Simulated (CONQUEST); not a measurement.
SnO2 (Cassiterite):

```
Sn O
1.0
     3.18650    0.00000    0.00000
     0.00000    4.73800    0.00000
     0.00000    0.00000    4.73800
Sn O
2 4
Direct
  0.49746 0.50951 0.49864
  0.99823 0.00615 0.00976
  0.50555 0.19471 0.19258
  0.00342 0.69922 0.30269
  0.50986 0.81229 0.79193
  0.98763 0.30649 0.69155
```

The cell isn't the ideal one: atoms moved at random, drawn with an rms of 0.05 Å.

Base run:

| Item | Value |
| --- | --- |
| Program | CONQUEST 1.3 |
| Functional | PBE |
| Potentials or basis | PseudoDojo NC PBE, DZP, grid cutoff 150 Ha |
| k mesh | 8 × 6 × 6 |
| Occupations | fermi-dirac, width 0.05 eV |
| Spin | no spin polarisation |

Its results: band gap on the k mesh 0.92 eV, direct; pressure 17.7 GPa; largest force 1.925 eV/Å.

Question: After a change of settings the same cell gave: band gap on the k mesh 0.14 eV, direct; pressure 28.8 GPa; largest force 2.115 eV/Å. Which change was it?
A. potentials or basis from PseudoDojo NC PBE, DZP, grid cutoff 150 Ha to PseudoDojo NC PBE, DZ, grid cutoff 150 Ha
B. potentials or basis from PseudoDojo NC PBE, DZP, grid cutoff 150 Ha to PseudoDojo NC PBE, SZ, grid cutoff 150 Ha
C. potentials or basis from PseudoDojo NC PBE, DZP, grid cutoff 150 Ha to PseudoDojo NC PBE, DZP, grid cutoff 300 Ha
D. potentials or basis from PseudoDojo NC PBE, DZP, grid cutoff 150 Ha to PseudoDojo NC PBE, SZP, grid cutoff 150 Ha

Answer: B.

Caveats: spin-orbit coupling is left out, which moves the levels of the heavy elements; the basis of atomic orbitals isn't converged, which shifts pressures, moduli and gaps; the atomic basis is small (some runs).
